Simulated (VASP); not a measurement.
Here is the system:

```yaml
crystal:
  lattice:
    - [0.00000, 3.01000, 3.01000]
    - [3.01000, 0.00000, 3.01000]
    - [3.01000, 3.01000, 0.00000]
  atoms:
    - { symbol: Li, position: [0.00000, 0.00000, 0.00000] }
    - { symbol: I, position: [0.50000, 0.50000, 0.50000] }
```

The numbers are results of G0W0 on PBE orbitals, VASP's PBE PAW potentials (set 64) (plane waves; VASP), not measurements. Run with PREC = Normal, 500 eV cut-off, 4×4×4 Γ-centred mesh, Gaussian smearing of 0.010 eV, potentials Li_sv_GW I_GW.

The mesh is coarse and the basis finite, so the quasiparticle values are not converged.

Task: The job: LiI (rock salt), 2 atoms, G0W0@PBE, GW step (160 bands), 500 eV, 4×4×4 Γ-centred mesh. Roughly how much core time does it take on a busy server core?

Result: About 10 core-minutes (one run on a shared machine, a rough figure). It had 8 irreducible k-points, 160 bands, up to 1411 plane waves and 0 electronic steps.

The compound is LiI in the rock salt structure. The cell was not relaxed at this level. The k-mesh is coarse (spacing up to 0.45 per Å, 2π included), so the numbers may not be converged in it.
